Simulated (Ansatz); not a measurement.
BeO is taken in the hexagonal space group P6₃mc (No. 186), the wurtzite structure, Pearson symbol hP4. Conventional cell: a = b = 2.693 Å, c = 4.373 Å, α = β = 90.00°, γ = 120.00°. Be on 2b sees 4 O at 1.644–1.652 Å (tetrahedral). O on 2b has 4 Be at 1.644–1.652 Å (tetrahedral). (Neighbours: up to the widest gap in distance over summed covalent radii, below 1.35, at either atom; cation-cation and far metal-metal contacts left out.)

Dynamical quadrupoles are not included in the interpolation of the phonons between the solved wave vectors.

Q: What linear thermal expansion coefficients do quasi-harmonic approximation on PBEsol density-functional theory in Ansatz (plane waves, PAW) give at 650 K, and what isobaric heat capacity per mole of formula units and Grüneisen parameter?

A: α in the basal plane = 9.5 × 10⁻⁶ K⁻¹; α along c = 8.3 × 10⁻⁶ K⁻¹; C_P = 43.6 J/(mol K); γ = 1.08. The crystal is held in this phase throughout; melting and phase transitions are not modelled.

The PAW data sets were generated under PBE and serve the other functionals too.

Ansatz is a program for electronic structure.
